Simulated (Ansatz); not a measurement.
## Convergence notes, G0W0 on CaSe (CsCl type)

CaSe in the CsCl-type structure, relaxed with r2SCAN; one-shot G0W0 in Ansatz without spin-orbit coupling. (Calculated; spin-unpolarised; the phase may be known or hypothetical.)

```xyz
2
Lattice="3.6348 0.0000 0.0000 0.0000 3.6348 0.0000 0.0000 0.0000 3.6348" Properties=species:S:1:pos:R:3 pbc="T T T"
Ca    0.0000    0.0000    0.0000
Se    1.8174    1.8174    1.8174
```

Gaps are read over the mesh points alone. G0W0 here is at a finite number of bands, screening cutoff and k mesh, not at the basis limit.
```json
{"start": "PBE", "potentials": "PAW", "frequency model": "contour deformation", "mesh": "4×4×4", "empty bands": "78", "screening cutoff (eV)": "80", "Kohn-Sham gap (eV)": "0.74", "G0W0 gap (eV)": "1.74", "rough cost": "10 core-seconds"}
{"start": "PBE", "potentials": "PAW", "frequency model": "contour deformation", "mesh": "4×4×4", "empty bands": "180", "screening cutoff (eV)": "140", "Kohn-Sham gap (eV)": "0.74", "G0W0 gap (eV)": "1.94", "rough cost": "30 core-seconds"}
{"start": "PBE", "potentials": "PAW", "frequency model": "contour deformation", "mesh": "4×4×4", "empty bands": "331", "screening cutoff (eV)": "210", "Kohn-Sham gap (eV)": "0.74", "G0W0 gap (eV)": "2.02", "rough cost": "2.2 core-minutes"}
{"start": "HSE06", "potentials": "PAW", "frequency model": "contour deformation", "mesh": "4×4×4", "empty bands": "180", "screening cutoff (eV)": "140", "Kohn-Sham gap (eV)": "1.53", "G0W0 gap (eV)": "2.20", "rough cost": "110 core-seconds"}
{"start": "LDA", "potentials": "PAW", "frequency model": "contour deformation", "mesh": "4×4×4", "empty bands": "180", "screening cutoff (eV)": "140", "Kohn-Sham gap (eV)": "0.57", "G0W0 gap (eV)": "1.84", "rough cost": "30 core-seconds"}
{"start": "r2SCAN", "potentials": "PAW", "frequency model": "contour deformation", "mesh": "4×4×4", "empty bands": "180", "screening cutoff (eV)": "140", "Kohn-Sham gap (eV)": "1.21", "G0W0 gap (eV)": "2.11", "rough cost": "40 core-seconds"}
{"start": "PBE", "potentials": "PAW", "frequency model": "Godby-Needs pole", "mesh": "4×4×4", "empty bands": "180", "screening cutoff (eV)": "140", "Kohn-Sham gap (eV)": "0.74", "G0W0 gap (eV)": "1.90", "rough cost": "30 core-seconds"}
{"start": "PBE", "potentials": "PAW", "frequency model": "contour deformation", "mesh": "6×6×6", "empty bands": "78", "screening cutoff (eV)": "80", "Kohn-Sham gap (eV)": "0.77", "G0W0 gap (eV)": "1.81", "rough cost": "50 core-seconds"}
{"start": "PBE", "potentials": "norm-conserving", "frequency model": "contour deformation", "mesh": "4×4×4", "empty bands": "180", "screening cutoff (eV)": "140", "Kohn-Sham gap (eV)": "0.74", "G0W0 gap (eV)": "1.88", "rough cost": "80 core-seconds"}
```

Over the mesh points the PBE gap of 0.74 eV becomes a quasiparticle gap of 2.02 eV (direct at M), a change of +1.28 eV. Renormalisation factors Z lie between 0.73 and 0.78.

Raising bands and cutoff together moves the gap by +0.20 eV (80 to 140 eV), then +0.08 eV (140 to 210 eV); the last step is still large, so the basis limit isn't reached. Starting from HSE06 (1.53 eV against PBE's 0.74 eV) gives 2.20 eV, +0.26 eV from G0W0@PBE at the same screening cutoff. Starting from LDA (0.57 eV against PBE's 0.74 eV) gives 1.84 eV, -0.10 eV from G0W0@PBE at the same screening cutoff. Starting from r2SCAN (1.21 eV against PBE's 0.74 eV) gives 2.11 eV, +0.17 eV from G0W0@PBE at the same screening cutoff. The Godby-Needs plasmon pole differs from contour deformation by -0.04 eV. A 6×6×6 mesh in place of 4×4×4 changes the opening over PBE by +0.04 eV (the gap on the mesh by +0.07 eV, the PBE gap by +0.03 eV). Norm-conserving potentials (wave cutoff 1170 eV against 420 eV) shift the quasiparticle gap by -0.06 eV and the PBE gap by 0.00 eV. r2SCAN runs take a wave cutoff of 500 eV.
